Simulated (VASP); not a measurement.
Runs of VASP 6.6.1 on MgS. All rows change the cell; the cell of one of them follows. Symmetry: P6_3mc, No. 186, hexagonal system. Conventional cell: a = 3.873 Å, b = 3.873 Å, c = 6.432 Å, α = 90.00°, β = 90.00°, γ = 120.00°. Mg (site symmetry 3m) is surrounded by 4 S at 2.36 to 2.47 Å. S (site symmetry 3m) is surrounded by 4 Mg at 2.36 to 2.47 Å. The cell comes from a database or a generator and needn't be the stable form of this composition.

```tsv
cell	gap on the mesh (eV)	pressure (GPa)	largest force (eV/Å)
strain -0.040 along x and y, +0.000 along z, atoms carried along	(a)	5.4	0.42
strain -0.080 along x and y, +0.080 along z, atoms carried along	3.30	8.6	1.22
strain -0.080 along x and y, +0.000 along z, atoms carried along	(b)	14.1	1.03
strain -0.080 along x and y, -0.080 along z, atoms carried along	4.27	(c)	-
```

Alike in all rows: task single point; level PBEsol; potentials or basis VASP PAW PBE potentials, release 64 (Mg, S); no spin polarisation; k mesh 6 × 6 × 4; cutoff (eV) 520; smearing gaussian 0.05 eV.

**Question.** Fill in the values left out.

**Answer.** (a) 3.75; (b) 4.09; (c) 23.3.

Caveats: the PAW data sets were made with another functional, which shifts forces and pressure a little (some runs); so large a pressure means that the cell lies far from this level's equilibrium, or that cutoff or potentials fall short (some runs); the potentials were made for another functional, which shifts forces and pressure (some runs).

A k mesh can miss the band edges.
